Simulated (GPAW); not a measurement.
Records of electronic-structure calculations.

### How the form of the self-energy moves the gap of KBr (honeycomb monolayer)

The cell holds 2 atoms: 1 K and 1 Br. Cell: a = 5.429 Å, b = 5.429 Å, c = 11.400 Å, α = 90.0°, β = 90.0°, γ = 120.0°. Vacuum lies along c.

```
K Br
1.0
     5.42859    0.00000    0.00000
    -2.71429    4.70129    0.00000
     0.00000    0.00000   11.40000
K Br
1 1
Direct
  0.33333 0.66667 0.49997
  0.66667 0.33333 0.49997
```

- method: DFT, PBE, plane waves, PAW (and 3 further levels or steps)
- program: GPAW 26.7.0
- settings: cutoff 450 eV, GPAW PAW setups 1.2.1 data release, 6×6×1 k-mesh, nbands 482
- notes: The structure was relaxed with PBE. Limits: no spin-orbit coupling.
- one-shot HSE06: 5.425 eV
- G0W0, extrapolated in the cutoff: 8.313 eV
- one-shot Hartree-Fock: 10.836 eV
- known limits: short of the basis limit; no spin-orbit coupling

G0W0, extrapolated in the cutoff: +2.888 eV against one-shot HSE06. One-shot Hartree-Fock: +5.411 eV against one-shot HSE06.

[Long decimals in the printed logs are rounded to 6 places.]

[Logs are printed without paths, hosts, clocks, repeated set-up lines and the standing remarks that a program may print on its own settings, such as how far it seeks lower states.]

[Paths, hosts, dates, memory and timing lines, banners, echoed tables and standing remarks are left out of the program output; an Ansatz launch command may be rebuilt from the run's recorded settings. Measured values are a selection of at most five: reports struck by readers or far from the other reports are left out. None is set beside runs whose start may be inverted or whose files or cutoffs have a known fault.]

[Runs of the session that timed out or met a known fault of the program may be left out.]

[Hosts, paths, dates, database ids (printed as entryN), source tags and the programs' standing remarks are cut or masked in the printed files.]

[Where the starting crystal was built by hand or by swapping elements, it need not be the compound's stable phase.]
